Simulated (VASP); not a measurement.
VASP 6.6.1, r²SCAN single-point calculation, SrO (strained measured structure)

INCAR

```
METAGGA = R2SCAN
ISIF = 2
NELM = 120
LCHARG = .FALSE.
LREAL = .FALSE.
NSW = 0
ISMEAR = 0
NBANDS = 15
ENCUT = 520
PREC = Accurate
EDIFF = 1E-7
IBRION = -1
SIGMA = 0.01
LASPH = .TRUE.
ALGO = Normal
LWAVE = .FALSE.
```

KPOINTS

```
KPOINTS created by Atomic Simulation Environment
0
Gamma
8 8 8
0 0 0
```

KPOINTS_OPT

```
special points
7
Reciprocal
0.0000000000 0.0000000000 0.0000000000 1
0.5000000000 0.0000000000 0.5000000000 1
0.6250000000 0.2500000000 0.6250000000 1
0.3750000000 0.3750000000 0.7500000000 1
0.5000000000 0.5000000000 0.5000000000 1
0.5000000000 0.2500000000 0.7500000000 1
0.0000000000 0.5000000000 0.5000000000 1
```

POSCAR

```
Sr O
 1.0000000000000000
     0.0000000000000000    2.4274210572000001    2.5798927167999999
     2.4274210572000001    0.0000000000000000    2.5798927167999999
     2.4274210572000001    2.4274210572000001    0.0000000000000000
 Sr  O
   1   1
Cartesian
  2.4274210572000001  2.4274210572000001  2.5798927167999999
  0.0000000000000000  0.0000000000000000  0.0000000000000000
```

VASP ran with the recommended PBE PAW datasets (16 valence electrons in the cell).

Command

```
mpirun -np 1 vasp_std
```

OSZICAR

```
N       E                     dE             d eps       ncg     rms          rms(c)
DAV:   1     0.418255995033E+02    0.41826E+02   -0.80553E+03  1770   0.104E+03
DAV:   2    -0.310963916862E+02   -0.72922E+02   -0.67510E+02  2467   0.227E+02
DAV:   3    -0.345572870841E+02   -0.34609E+01   -0.34388E+01  2702   0.406E+01
DAV:   4    -0.346128356494E+02   -0.55549E-01   -0.55542E-01  2004   0.415E+00
DAV:   5    -0.346136800569E+02   -0.84441E-03   -0.84441E-03  2211   0.430E-01    0.210E+01
DAV:   6    -0.266921394458E+02    0.79215E+01   -0.44066E+00  2477   0.182E+01    0.195E+01
DAV:   7    -0.268025458152E+02   -0.11041E+00   -0.23293E-01  1791   0.440E+00    0.107E+01
DAV:   8    -0.268170682537E+02   -0.14522E-01   -0.82408E-02  1819   0.310E+00    0.117E+00
DAV:   9    -0.268110329226E+02    0.60353E-02   -0.17275E-02  2169   0.131E+00    0.331E-01
DAV:  10    -0.268114198884E+02   -0.38697E-03   -0.13605E-03  1959   0.369E-01    0.134E-01
DAV:  11    -0.268116081699E+02   -0.18828E-03   -0.20915E-04  1840   0.159E-01    0.972E-02
DAV:  12    -0.268115915206E+02    0.16649E-04   -0.40485E-05  2113   0.629E-02    0.187E-02
DAV:  13    -0.268115919776E+02   -0.45708E-06   -0.33119E-06  2358   0.191E-02    0.169E-02
DAV:  14    -0.268115915999E+02    0.37775E-06   -0.64489E-07  2120   0.842E-03    0.480E-03
DAV:  15    -0.268115914093E+02    0.19057E-06   -0.74656E-08  1564   0.311E-03    0.370E-04
DAV:  16    -0.268115913877E+02    0.21619E-07   -0.15355E-08   948   0.974E-04
   1 F= -.26811591E+02 E0= -.26811591E+02  d E =-.583169-163
       N       E                     dE             ncg
DAV:   1     0.458490329241E+03   -0.44295E+04      210
DAV:   2    -0.397782204221E+02   -0.49827E+03      303
DAV:   3    -0.582047138329E+02   -0.18426E+02      310
DAV:   4    -0.591777824655E+02   -0.97307E+00      233
DAV:   5    -0.591865623890E+02   -0.87799E-02      281
DAV:   6    -0.591866900265E+02   -0.12764E-03      217
DAV:   7    -0.591866934872E+02   -0.34607E-05      266
DAV:   8    -0.591866935959E+02   -0.10876E-06      191
DAV:   9    -0.591866935996E+02   -0.36528E-08      189
```

From OUTCAR

```
k-points           NKPTS =     59   k-points in BZ     NKDIM =     59   number of bands    NBANDS=     15

   NELECT =      16.0000    total number of electrons

   dimension x,y,z NGX =    28 NGY =   28 NGZ =   28
   dimension x,y,z NGXF=    56 NGYF=   56 NGZF=   56

  energy-cutoff  :      520.00
  volume of cell :       30.40
      direct lattice vectors                 reciprocal lattice vectors
     0.000000000  2.427421057  2.579892717    -0.205979922  0.205979922  0.193806509
     2.427421057  0.000000000  2.579892717     0.205979922 -0.205979922  0.193806509
     2.427421057  2.427421057  0.000000000     0.205979922  0.205979922 -0.193806509

 k-points in reciprocal lattice and weights: KPOINTS created by Atomic Simulation Env
   0.00000000  0.00000000  0.00000000       0.002
   0.12500000  0.00000000  0.00000000       0.016
   0.25000000  0.00000000  0.00000000       0.016
   0.37500000  0.00000000  0.00000000       0.016
   0.50000000  0.00000000  0.00000000       0.008
   0.12500000  0.12500000  0.00000000       0.004
   0.25000000  0.12500000  0.00000000       0.016
   0.37500000  0.12500000  0.00000000       0.016
   ...

 E-fermi :   2.2641

 k-point     1 :       0.0000    0.0000    0.0000
  band No.  band energies     occupation
      1     -31.1915      2.00000
      2     -14.2662      2.00000
      3     -12.1009      2.00000
      4     -12.0603      2.00000
      5     -12.0603      2.00000
      6       1.7217      2.00000
      7       2.0061      2.00000
      8       2.0061      2.00000
      9       7.2953      0.00000
     10       8.5922      0.00000
     11       9.1142      0.00000
     12       9.1142      0.00000
     13      11.2577      0.00000
     14      11.9736      0.00000
     15      15.8122      0.00000

 k-point     2 :       0.1250    0.0000    0.0000
  band No.  band energies     occupation
      1     -31.1584      2.00000
      2     -14.6037      2.00000
      3     -12.1220      2.00000
      4     -12.0634      2.00000
      5     -11.7994      2.00000
      6       1.3902      2.00000
      7       1.6527      2.00000
      8       1.7443      2.00000
      9       8.0038      0.00000
     10       8.7096      0.00000
     11       9.2099      0.00000
     12       9.4450      0.00000
     13      11.7539      0.00000
     14      12.4941      0.00000
     15      16.9636      0.00000

 k-point     3 :       0.2500    0.0000    0.0000
  band No.  band energies     occupation
      1     -31.0773      2.00000
      2     -15.2337      2.00000
      3     -12.1865      2.00000
      4     -12.0701      2.00000
      5     -11.3384      2.00000
      6       0.5575      2.00000
      7       1.1080      2.00000
      8       1.1824      2.00000
      9       8.7669      0.00000
     10       9.6032      0.00000
     11      10.1751      0.00000
     12      10.3553      0.00000
     13      12.9768      0.00000
     14      13.7671      0.00000
     15      19.3116      0.00000

 k-point     4 :       0.3750    0.0000    0.0000
  band No.  band energies     occupation
      1     -30.9941      2.00000
      2     -15.7431      2.00000
      3     -12.2502      2.00000
      4     -12.0760      2.00000
      5     -10.9973      2.00000
      6      -0.1640      2.00000
      7       0.6743      2.00000
      8       0.6926      2.00000
      9       9.1897      0.00000
     10      11.1863      0.00000
     11      11.4751      0.00000
     12      11.5103      0.00000
     13      14.4070      0.00000
     14      15.2463      0.00000
     15      19.6963      0.00000

 k-point     5 :       0.5000    0.0000    0.0000
  band No.  band energies     occupation
      1     -30.9590      2.00000
      2     -15.9340      2.00000
      3     -12.2762      2.00000
      4     -12.0782      2.00000
      5     -10.8758      2.00000
      6      -0.4368      2.00000
      7       0.5057      2.00000
      8       0.5110      2.00000
      9       9.5028      0.00000
     10      11.9087      0.00000
     11      12.0625      0.00000
     12      12.1092      0.00000
     13      15.2825      0.00000
     14      16.1582      0.00000
     15      19.6085      0.00000

 k-point     6 :       0.1250    0.1250    0.0000
  band No.  band energies     occupation
      1     -31.1539      2.00000
      2     -14.5144      2.00000
      3     -12.1247      2.00000
      4     -12.1247      2.00000
      5     -11.9304      2.00000
      6       1.0086      2.00000
      7       1.9651      2.00000
      8       1.9651      2.00000
      9       7.9496      0.00000
     10       8.3249      0.00000
     11       9.7852      0.00000
     12       9.7852      0.00000
     13      11.8932      0.00000
     14      12.1769      0.00000
     15      17.1051      0.00000

 k-point     7 :       0.2500    0.1250    0.0000
  band No.  band energies     occupation
      1     -31.0937      2.00000
      2     -14.9060      2.00000
      3     -12.2006      2.00000
      4     -12.1727      2.00000
      5     -11.7027      2.00000
      6       0.5444      2.00000
      7       1.5979      2.00000
      8       1.6976      2.00000
      9       7.7895      0.00000
     10       9.4880      0.00000
     11      10.4957      0.00000
     12      10.6718      0.00000
     13      12.7835      0.00000
     14      12.8765      0.00000
     15      19.0205      0.00000

 k-point     8 :       0.3750    0.1250    0.0000
  band No.  band energies     occupation
      1     -31.0115      2.00000
      2     -15.4261      2.00000
      3     -12.3271      2.00000
      4     -12.1797      2.00000
      5     -11.3521      2.00000
      6       0.1770      2.00000
      7       0.9672      2.00000
      8       1.1680      2.00000
      9       8.3859      0.00000
     10      10.5022      0.00000
     11      11.7729      0.00000
     12      11.7776      0.00000
     13      13.9674      0.00000
     14      14.3204      0.00000
     15      19.6762      0.00000

 k-point     9 :       0.5000    0.1250    0.0000
  band No.  band energies     occupation
      1     -30.9555      2.00000
      2     -15.7721      2.00000
      3     -12.4373      2.00000
      4     -12.1415      2.00000
      5     -11.0686      2.00000
      6      -0.1131      2.00000
      7       0.6670      2.00000
      8       0.7142      2.00000
      9       9.3342      0.00000
     10      10.6756      0.00000
     11      12.3578      0.00000
     12      12.7976      0.00000
     13      15.2972      0.00000
     14      15.7769      0.00000
     15      18.4164      0.00000

 k-point    10 :      -0.3750    0.1250    0.0000
  band No.  band energies     occupation
      1     -30.9603      2.00000
      2     -15.8094      2.00000
      3     -12.4639      2.00000
      4     -12.0800      2.00000
      5     -10.9521      2.00000
      6      -0.1775      2.00000
      7       0.5479      2.00000
      8       0.8079      2.00000
      9       9.2997      0.00000
     10      10.7256      0.00000
     11      11.7884      0.00000
     12      12.2639      0.00000
     13      15.6598      0.00000
     14      15.8083      0.00000
     15      19.0781      0.00000

 k-point    11 :      -0.2500    0.1250    0.0000
  band No.  band energies     occupation
      1     -31.0228      2.00000
      2     -15.5351      2.00000
      3     -12.3878      2.00000
      4     -12.0315      2.00000
      5     -11.0609      2.00000
      6       0.1610      2.00000
      7       0.7385      2.00000
      8       1.1828      2.00000
      9       8.6960      0.00000
     10       9.7618      0.00000
     11      10.6416      0.00000
     12      11.4571      0.00000
     13      14.0689      0.00000
     14      14.8637      0.00000
     15      20.1836      0.00000

 k-point    12 :      -0.1250    0.1250    0.0000
  band No.  band energies     occupation
      1     -31.1048      2.00000
      2     -15.0591      2.00000
      3     -12.2472      2.00000
      4     -12.0246      2.00000
      5     -11.3898      2.00000
      6       0.8376      2.00000
      7       1.2156      2.00000
      8       1.5075      2.00000
      9       8.5487      0.00000
     10       8.5611      0.00000
     11       9.7502      0.00000
     12      10.1885      0.00000
     13      12.5751      0.00000
     14      13.5808      0.00000
     15      18.5989      0.00000

 k-point    13 :       0.2500    0.2500    0.0000
  band No.  band energies     occupation
      1     -31.0630      2.00000
      2     -14.7859      2.00000
      3     -12.2773      2.00000
      4     -12.2773      2.00000
      5     -12.0394      2.00000
      6       0.4951      2.00000
      7       1.9345      2.00000
      8       1.9345      2.00000
      9       6.8344      0.00000
     10       9.8498      0.00000
     11      11.5018      0.00000
     12      11.5018      0.00000
     13      12.7167      0.00000
     14      13.1627      0.00000
     15      20.1217      0.00000

 ...

  Total        4.1719297      4.1719297      1.3567877      0.0000000      0.0000000     -0.0000000
  in kB      219.8496051    219.8496051     71.4991069      0.0000000      0.0000000     -0.0000000
  external PRESSURE =     170.3994390 kB  Pullay stress =       0.0000000 kB

 POSITION                                       TOTAL-FORCE (eV/Angst)
 -----------------------------------------------------------------------------------
      2.42742      2.42742      2.57989        -0.000000      0.000000      0.000000
      0.00000      0.00000      0.00000         0.000000     -0.000000      0.000000
 -----------------------------------------------------------------------------------
    total drift:                                0.000000      0.000000      0.000000

  FREE ENERGIE OF THE ION-ELECTRON SYSTEM (eV)
  ---------------------------------------------------
  free  energy   TOTEN  =       -26.8115913877 eV

  energy  without entropy=      -26.8115913877  energy(sigma->0) =      -26.81159139
```

```json
{
 "gap between bands v and c": "3.42 eV",
 "least direct gap": "3.42 eV",
 "pressure": "17.0 GPa"
}
```

Band v is the last that the valence electrons fill when counted band by band, and c is the next.

The run took about 1.8 min on one core of a shared host (Intel Xeon Platinum 8488C) and held 0.19 GiB at most.
